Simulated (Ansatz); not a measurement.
MnH2O2 (Pyrochroite) under changes of volume

One of the cells (8.196 Å³/atom); the others are scaled copies at fixed shape and fractional positions:

```xyz
5
Lattice="3.2500 0.0000 0.0000 -1.6250 2.8146 0.0000 0.0000 0.0000 4.4800" Properties=species:S:1:pos:R:3 pbc="T T T"
Mn    0.0000    0.0000    0.0000
O     1.6250    0.9382    3.4675
O     0.0000    1.8764    1.0125
H     1.6250    0.9382    2.4819
H     0.0000    1.8764    1.9981
```

- Program: Ansatz 0.2.0
- Functional: PBEsol
- Potentials or basis: Ansatz PAW
- Cutoff: 420 eV (not typed: the program's choice for these potentials)
- k mesh: 9 × 9 × 6
- Occupations: fermi-dirac, width 0.05 eV
- Spin: collinear spin, ferromagnetic start
- Starting moments: [4.0, 0.0, 0.0, 0.0, 0.0] μB

```csv
volume (Å³/atom),energy over the lowest point (meV/atom),pressure (GPa),largest force (eV/Å)
7.704,41.95,17.2,0.691
7.868,26.37,13.2,0.641
8.032,?,?,?
8.196,6.72,6.2,0.894
8.360,1.91,3.2,1.014
8.524,0.00,0.5,1.131
8.688,0.78,-2.0,1.243
```

**Question.** What does the run at 8.032 Å³/atom give?

**Answer.** Energy over the lowest point 14.76 meV/atom; pressure 9.5 GPa; largest force 0.769 eV/Å.

Worked out: A Birch-Murnaghan fit of order 3 (a polynomial in V^(-2/3)) to the other rows has its minimum at 8.56 Å³/atom with B0 = V·E''(V) = 132 GPa and B' = 4.2 at fixed shape and positions, which overstates the stiffness. It gives 14.76 meV/atom at 8.032 Å³/atom, against the run's 14.76, and -dE/dV = 9.5 GPa, against 9.5.

Energies are extrapolated to zero smearing.

Caveats: a cell with one magnetic atom can't hold antiferromagnetic order, which such compounds often take; the PAW data sets come from PBE, with cores solved anew for the run's functional, which leaves a small shift of forces and pressure; forces of over 1 eV/Å show positions far from the minimum, so gaps and moduli don't describe the material at rest (some runs).
